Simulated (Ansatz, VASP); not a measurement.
## Sn in VASP and in Ansatz

The input INCAR:

```
ALGO = Normal ; EDIFF = 1E-6
ENCUT = 520 ; GGA = PE
ISIF = 2 ; ISMEAR = 0
LASPH = True ; LCHARG = True
LELF = True ; LREAL = False
LVHAR = True ; LWAVE = False
NBANDS = 21 ; NELM = 100
PREC = Accurate ; SIGMA = 0.012
```

File KPOINTS:

```
k-points
0
Gamma
  7 7 7
```

POSCAR

```
Sn
1.0
    0.0000000000      3.2333428000      3.2333428000
    3.2333428000      0.0000000000      3.2333428000
    3.2333428000      3.2333428000      0.0000000000
Sn
2
Direct
    0.7500000000      0.7500000000      0.7500000000
    0.5000000000      0.5000000000      0.5000000000
```

File input.yaml:

```yaml
crystal:
  lattice:
    - [0.0, 3.2333428, 3.2333428]
    - [3.2333428, 0.0, 3.2333428]
    - [3.2333428, 3.2333428, 0.0]
  atoms:
    - { symbol: Sn, position: [0.75, 0.75, 0.75] }
    - { symbol: Sn, position: [0.5, 0.5, 0.5] }
hamiltonian:
  xc: pbe
  pseudopotentials: { kind: paw }
kpoints:
  mp_grid: { grid: [7, 7, 7] }
scf:
  occupations: { method: gaussian, width: 0.012 }
output:
  forces: true
  stress: true
  eigenvalues: true
  write_density: true
  write_potential: true
  elf: true
  volumetric_format: npy
```

This isn't the form of Sn at room conditions, which is tetragonal (white tin).

Alike in both runs: task single point; functional PBE; k mesh 7 × 7 × 7; occupations gaussian, width 0.012 eV; no spin polarisation.

|  | VASP | Ansatz |
| --- | --- | --- |
| version | VASP 6.6.1 | Ansatz 0.2.0 |
| potentials or method | VASP PAW PBE potentials, release 64 (Sn_d) | Ansatz PAW |
| plane-wave cutoff (eV) | 520 | 420 |
| valence electrons in the cell | 28 | 28 |

```tsv
	VASP	Ansatz	Ansatz less VASP
gap on the k mesh at the Fermi level (eV)	none	none	-
pressure (GPa)	3.8	3.8	+0.05
```

A gap of «none» marks a metal or a gap that the smearing closes.
